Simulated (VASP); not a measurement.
# C (Fd-3m) in VASP: settings compared, part 3 of 3

VASP 6.6.1. The steps go on from the part before.

## 6. Relaxation of cell and atoms, PBE

This run uses another cell than the first one, of 5.70 Å³/atom, 1.011 times its volume.

The input, INCAR:

```
SYSTEM = C
ALGO = Normal
EDIFF = 1E-7
EDIFFG = -0.005
ENCUT = 600
GGA = PE
IBRION = 2
ISIF = 3
ISMEAR = 0
LASPH = .True.
LCHARG = .False.
LREAL = .False.
LWAVE = .False.
NELM = 80
NSW = 90
PREC = Accurate
SIGMA = 0.03
```

The input, KPOINTS:

```
k-points
0
Gamma
  14 14 14
  0 0 0
```

The input, POSCAR:

```
C                                       
1.0
   -0.0000000000      1.7858054497      1.7858054497
    1.7858054497     -0.0000000000      1.7858054497
    1.7858054497      1.7858054497      0.0000000000
  C             
     2
Direct
     0.0000000000000000    0.0000000000000000    0.0000000000000000
     0.2500000000000000    0.2500000000000000    0.2500000000000000
```

Potentials or basis: VASP PAW PBE potentials, release 64 (C).

Started as:

```bash
$ cat potpaw_PBE.64/C/POTCAR > POTCAR
$ mpirun -np 1 vasp_std > vasp.out
```

OUTCAR:

```text
SYSTEM = C
   EDIFF = 1E-7
   EDIFFG = -0.005
   ENCUT = 600
   GGA = PE
   IBRION = 2
   ISIF = 3
   ISMEAR = 0
   LASPH = .True.
   LREAL = .False.
   NELM = 80
   NSW = 90
   PREC = Accurate

 ion  position               nearest neighbor table
   1  0.000  0.000  0.000-   2 1.55   2 1.55   2 1.55   2 1.55
   2  0.250  0.250  0.250-   1 1.55   1 1.55   1 1.55   1 1.55

  LATTYP: Found a face centered cubic cell.
 ALAT       =     3.5716108994

  Lattice vectors:

 A1 = (   0.0000000000,   1.7858054497,   1.7858054497)
 A2 = (   1.7858054497,   0.0000000000,   1.7858054497)
 A3 = (   1.7858054497,   1.7858054497,   0.0000000000)

Analysis of symmetry for initial positions (statically):
=====================================================================
 Subroutine PRICEL returns:
 Original cell was already a primitive cell.

 Routine SETGRP: Setting up the symmetry group for a
 face centered cubic supercell.

 Subroutine GETGRP returns: Found 48 space group operations
 (whereof 24 operations were pure point group operations)
 out of a pool of 48 trial point group operations.

The static configuration has the point symmetry T_d .
 The point group associated with its full space group is O_h .

Analysis of symmetry for dynamics (positions and initial velocities):
=====================================================================
 Subroutine PRICEL returns:
 Original cell was already a primitive cell.

 Routine SETGRP: Setting up the symmetry group for a
 face centered cubic supercell.

 Subroutine GETGRP returns: Found 48 space group operations
 (whereof 24 operations were pure point group operations)
 out of a pool of 48 trial point group operations.

The dynamic configuration has the point symmetry T_d .
 The point group associated with its full space group is O_h .

 Subroutine INISYM returns: Found 48 space group operations
 (whereof 24 operations are pure point group operations),
 and found     1 'primitive' translations

----------------------------------------------------------------------------------------

                                     Primitive cell

  volume of cell :      11.3902

  direct lattice vectors                    reciprocal lattice vectors
     0.000000000  1.785805450  1.785805450    -0.279985706  0.279985706  0.279985706
     1.785805450  0.000000000  1.785805450     0.279985706 -0.279985706  0.279985706
     1.785805450  1.785805450  0.000000000     0.279985706  0.279985706 -0.279985706

  length of vectors
     2.525510287  2.525510287  2.525510287     0.484949469  0.484949469  0.484949469

  position of ions in fractional coordinates (direct lattice)
     0.000000000  0.000000000  0.000000000
     0.250000000  0.250000000  0.250000000

  ion indices of the primitive-cell ions
   primitive index   ion index
                 1           1
                 2           2

----------------------------------------------------------------------------------------

 KPOINTS: k-points

Automatic generation of k-mesh.
 Grid dimensions read from file:
 generate k-points for:   14   14   14

 Generating k-lattice:

  Cartesian coordinates                     Fractional coordinates (reciprocal lattice)
    -0.019998979  0.019998979  0.019998979     0.071428571  0.000000000  0.000000000
     0.019998979 -0.019998979  0.019998979     0.000000000  0.071428571  0.000000000
     0.019998979  0.019998979 -0.019998979     0.000000000  0.000000000  0.071428571
[... 40 lines left out ...]
   number of dos      NEDOS =    301   number of ions     NIONS =      2
   total plane-waves  NPLWV =   8000
   dimension x,y,z NGX =    20 NGY =   20 NGZ =   20
   dimension x,y,z NGXF=    40 NGYF=   40 NGZF=   40
   ions per type =               2
   NGX,Y,Z   is equivalent  to a cutoff of  13.17, 13.17, 13.17 a.u.
   NGXF,Y,Z  is equivalent  to a cutoff of  26.33, 26.33, 26.33 a.u.
 SYSTEM =  C
   PREC   = accura    normal or accurate (medium, high low for compatibility)
   ISTART =      0    job   : 0-new  1-cont  2-samecut
   ICHARG =      2    charge: 1-file 2-atom 10-const
   ISPIN  =      1    spin polarized calculation?
   LNONCOLLINEAR =      F non collinear calculations
   LSORBIT =      F    spin-orbit coupling
   LASPH  =      T    aspherical Exc in radial PAW
   ENCUT  =  600.0 eV  44.10 Ry    6.64 a.u.   5.04  5.04  5.04*2*pi/ulx,y,z
   NELM   =     80;   NELMIN=  2; NELMDL= -5     # of ELM steps
   EDIFF  = 0.1E-06   stopping-criterion for ELM
   LREAL  =      F    real-space projection
   EDIFFG = -.5E-02   stopping-criterion for IOM
   NSW    =     90    number of steps for IOM
   IBRION =      2    ionic relax: 0-MD 1-quasi-New 2-CG
   NFREE  =      1    steps in history (QN), initial steepest desc. (CG)
   ISIF   =      3    stress and relaxation
   ISYM   =      2    0-nonsym 1-usesym 2-fastsym
   POTIM  = 0.5000    time-step for ionic-motion
   TEBEG  =    0.0;   TEEND  =   0.0 temperature during run
   PSTRESS=    0.0 pullay stress
   NELECT =       8.0000    total number of electrons
   NUPDOWN=      -1.0000    fix difference up-down
   EMIN   =  10.00;   EMAX   =-10.00  energy-range for DOS
   EFERMI =   0.00;   METHOD = LEGACY
   ISMEAR =     0;   SIGMA  =   0.03  broadening in eV -4-tet -1-fermi 0-gaus
   EFERMI_NEDOS =   21; number of points for ismear=-14 and -15
   IALGO  =     38    algorithm
   IMIX   =      4    mixing-type and parameters
     AMIX     =   0.40;   BMIX     =  1.00
     AMIX_MAG =   1.60;   BMIX_MAG =  1.00
  volume/ion in A,a.u.               =       5.70        38.43
  Fermi-wavevector in a.u.,A,eV,Ry     =   1.455216  2.749959 28.812412  2.117653
  Thomas-Fermi vector in A             =   2.572276
   LORBIT       =      0    0 simple, 1 ext, 2 COOP (PROOUT), +10 PAW based schemes
   GGA     = PE    functional components
   LHFCALC =     F    Hartree Fock is set to
   AEXX    =    0.0000 exact exchange contribution
   IVDW    =     0    specifies the selected vdW correction
   LEPSILON=     F    determine dielectric tensor
   LRPA    =     F    only Hartree local field effects (RPA)
 conjugate gradient relaxation of ions
 non-spin polarized calculation
 Gauss-broadening in eV      SIGMA  =   0.03
  energy-cutoff  :      600.00
  volume of cell :       11.39
 maximum number of plane-waves:       392
   NGX =  9   NGY =  9   NGZ =  9

 number of electron       7.9999999 magnetization

 Free energy of the ion-electron system (eV)
  ---------------------------------------------------
  ext. energy  EPLUGINS =         0.00000000
  ---------------------------------------------------
  free energy    TOTEN  =       -18.19054292 eV

  energy without entropy =      -18.19054292  energy(sigma->0) =      -18.19054292

 E-fermi :   9.8568     XC(G=0): -13.2301

 val. band max:        9.6693633594   @ k =   0.0000   0.0000   0.0000
 cond. band min:      13.7900647803   @ k =   0.3571   0.3571   0.0000
 fundamental gap:      4.1207014209
 Fermi energy:         9.8568423944

 k-point     1 :       0.0000    0.0000    0.0000
  band No.  band energies     occupation
      1     -11.7521      2.00000
      2       9.6694      2.00000
      3       9.6694      2.00000
      4       9.6694      2.00000
      5      15.2483      0.00000
      6      15.2483      0.00000
      7      15.2483      0.00000
      8      22.9070      0.00000
[... 243 lines left out ...]
 k-point    24 :       0.2857    0.1429    0.0000
  band No.  band energies     occupation
      1      -9.7069      2.00000
      2       3.6671      2.00000
      3       6.3656      2.00000
      4       7.0801      2.00000
      5      15.5710      0.00000
      6      19.6029      0.00000
      7      19.7107      0.00000
      8      22.0176      0.00000

 [... further k-points ...]

------------------------ aborting loop because EDIFF is reached ----------------------------------------

  FORCE on cell =-STRESS in cart. coord.  units (eV):
  Direction    XX          YY          ZZ          XY          YZ          ZX
  --------------------------------------------------------------------------------------
  -------------------------------------------------------------------------------------
  Total       -0.0012382     -0.0012382     -0.0012382      0.0000000     -0.0000000     -0.0000000
  in kB       -0.1741740     -0.1741740     -0.1741740      0.0000000     -0.0000000     -0.0000000
  external PRESSURE =      -0.1741740 kB  Pullay stress =       0.0000000 kB

 VOLUME and BASIS-vectors are now :
 -----------------------------------------------------------------------------
  energy-cutoff  :      600.00
  volume of cell :       11.39
      direct lattice vectors                 reciprocal lattice vectors
     0.000000000  1.785805450  1.785805450    -0.279985706  0.279985706  0.279985706
     1.785805450  0.000000000  1.785805450     0.279985706 -0.279985706  0.279985706
     1.785805450  1.785805450  0.000000000     0.279985706  0.279985706 -0.279985706

 POSITION                                       TOTAL-FORCE (eV/Angst)
 -----------------------------------------------------------------------------------
      0.00000      0.00000      0.00000         0.000000      0.000000      0.000000
      0.89290      0.89290      0.89290        -0.000000     -0.000000     -0.000000
 -----------------------------------------------------------------------------------
    total drift:                                0.000000      0.000000      0.000000

  FREE ENERGIE OF THE ION-ELECTRON SYSTEM (eV)
  ---------------------------------------------------
  free  energy   TOTEN  =       -18.1905429241 eV

  energy  without entropy=      -18.1905429241  energy(sigma->0) =      -18.19054292

 reached required accuracy - stopping structural energy minimisation
```

CONTCAR:

```text
C
   1.00000000000000
     0.0000000000000000    1.7858054497000000    1.7858054497000000
     1.7858054497000000    0.0000000000000000    1.7858054497000000
     1.7858054497000000    1.7858054497000000    0.0000000000000000
  C
     2
Direct
     0.0000000000000000    0.0000000000000000    0.0000000000000000
     0.2500000000000000    0.2500000000000000    0.2500000000000000

  0.00000000E+00  0.00000000E+00  0.00000000E+00
  0.00000000E+00  0.00000000E+00  0.00000000E+00
```

It took 8.2 s on 1 thread of Intel Xeon Platinum 8259CL at 2.50GHz (Skylake/Cascade Lake), shared host; peak memory 0.12 GiB.

Results:

| Quantity | Value |
| --- | --- |
| Free energy | -18.1905 eV |
| Pressure after relaxing | 0.0 GPa |
| Band gap on the k mesh | 4.12 eV, indirect (least direct gap 5.58 eV) |

Final structure:
```
C
1.0
     0.00000    1.78581    1.78581
     1.78581    0.00000    1.78581
     1.78581    1.78581    0.00000
C
2
Direct
  0.00000 0.00000 0.00000
  0.25000 0.25000 0.25000
```

Caveat: the relaxation stopped at its first step, so nothing moved. A k mesh can miss the band edges.

## 7. Summary

| level | potentials or basis | gap on the mesh (eV) | pressure (GPa) |
| --- | --- | --- | --- |
| r2SCAN+rVV10 | VASP PAW PBE potentials, release 64 (C) | 4.31 | 0.0 |
| LDA | VASP PAW LDA potentials, release 64 (C) | 4.17 | 0.0 |
| PBE | VASP PAW PBE potentials, release 64 (C) | 4.12 | 0.0 |

Alike in all rows: task relaxation of cell and atoms; no spin polarisation; cell relaxed; k mesh 14 × 14 × 14; cutoff (eV) 600; smearing gaussian 0.03 eV.

Caveats: the relaxation stopped at its first step, so nothing moved; the PAW data sets were made with another functional, which shifts forces and pressure a little (some runs).

Absolute energies hang on the potentials; compare differences alone.
